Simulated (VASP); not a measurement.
Here is a VASP 6.6.1 calculation.

INCAR

```
ALGO = Normal
EDIFF = 1E-7
EDIFFG = -0.01
ENCUT = 450
IBRION = 2
ISIF = 2
ISMEAR = -1
LASPH = True
LCHARG = False
LREAL = False
LWAVE = False
NELM = 80
NSW = 60
PREC = Accurate
SIGMA = 0.05
```

Contents of KPOINTS:

```
k-points
0
Gamma
  8 4 1
```

POSCAR

```
C
1.0
    2.5222498885      0.0000000000      0.0000000000
    0.0000000000      5.0444997770      0.0000000000
    0.0000000000      0.0000000000     19.8257500000
C
20
Direct
    0.0000000000      0.1132173594      0.6973632776
    0.0000000000      0.3867826406      0.6973632776
    0.5000000000      0.0000000000      0.6574278401
    0.5000000000      0.5000000000      0.6574278401
    0.5000000000      0.2500000000      0.6124484572
    0.5000000000      0.7500000000      0.6124484572
    0.0000000000      0.2500000000      0.5674690743
    0.0000000000      0.7500000000      0.5674690743
    0.0000000000      0.0000000000      0.5224896914
    0.0000000000      0.5000000000      0.5224896914
    0.5000000000      0.0000000000      0.4775103086
    0.5000000000      0.5000000000      0.4775103086
    0.5000000000      0.2500000000      0.4325309257
    0.5000000000      0.7500000000      0.4325309257
    0.0000000000      0.2500000000      0.3875515428
    0.0000000000      0.7500000000      0.3875515428
    0.0000000000      0.0000000000      0.3425721599
    0.0000000000      0.5000000000      0.3425721599
    0.5000000000      0.1132173594      0.3026367224
    0.5000000000      0.3867826406      0.3026367224
```

Potentials or basis: VASP PAW LDA potentials, release 64 (C).

Run with:

```sh
$ cat potpaw_LDA.64/C/POTCAR > POTCAR
$ mpirun -np 1 vasp_std > vasp.out
```

Predict the energy gained by relaxing.

123.7 meV/atom.

What does it give for the band gap on the k mesh?

1.34 eV, indirect (least direct gap 2.04 eV).

Step by step:
```tsv
step	energy change (eV)	largest force (eV/Å)	pressure (GPa)
1	0.0000	5.1042	-7.15
2	1.8236	8.3503	0.18
3	-1.8064	1.8955	-5.79
4	-2.0496	4.0625	-2.18
5	-2.2440	1.2082	-3.84
6	-2.3996	0.9292	-4.39
7	-2.4246	0.4943	-4.29
8	-2.4373	0.5192	-3.89
9	-2.4467	0.2320	-4.06
10	-2.4545	0.2379	-3.81
11	-2.4547	0.2111	-3.84
12	-2.4633	0.1523	-3.51
13	-2.4668	0.2430	-3.12
14	-2.4722	0.1031	-2.94
15	-2.4731	0.0974	-2.83
16	-2.4739	0.0458	-2.72
17	-2.4740	0.0448	-2.67
18	-2.4741	0.0119	-2.65
19	-2.4741	0.0097	-2.65
```

Caveat: the cutoff is under 1.25 times the usual one of these potentials, so pressure, stress and relaxed cells hold a basis-set (Pulay) error. As with any semilocal functional, this LDA gap is likely too small.
